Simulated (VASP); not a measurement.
BeS: single point with RPBE

The system is BeS.

```
S Be
1.0
     0.00000    2.42500    2.42500
     2.42500    0.00000    2.42500
     2.42500    2.42500    0.00000
S Be
1 1
Direct
  0.75000 0.75000 0.75000
  0.00000 0.00000 0.00000
```

- Program: VASP 6.6.1
- Task: single point
- Functional: RPBE
- Potentials or basis: VASP PAW PBE potentials, release 64 (S, Be)
- Cutoff: 500 eV
- k mesh: 9 × 9 × 9
- Occupations: gaussian, width 0.02 eV
- Spin: no spin polarisation
- Further INCAR settings: ALGO = Fast; EDIFF = 1.00e-06

The pressure is 3.8 GPa and the band gap on the k mesh is 3.31 eV, indirect (least direct gap 5.72 eV).

Levels at points of the mesh, in eV from the valence-band top:
```tsv
k point	band 1	band 2	band 3	band 4	band 5	band 6	band 7	band 8
(0.00, 0.00, 0.00)	-13.68	0.00	0.00	0.00	5.72	5.72	5.72	6.03
```

Run time: 8.1 s on 1 thread of Intel(R) Xeon(R) Platinum 8559C (Emerald Rapids), with other jobs on the host, peak memory 0.14 GiB.

Caveat: the PAW data sets were made with another functional, which shifts forces and pressure a little; an odd mesh through Γ misses points on the zone boundary, where band edges often lie.
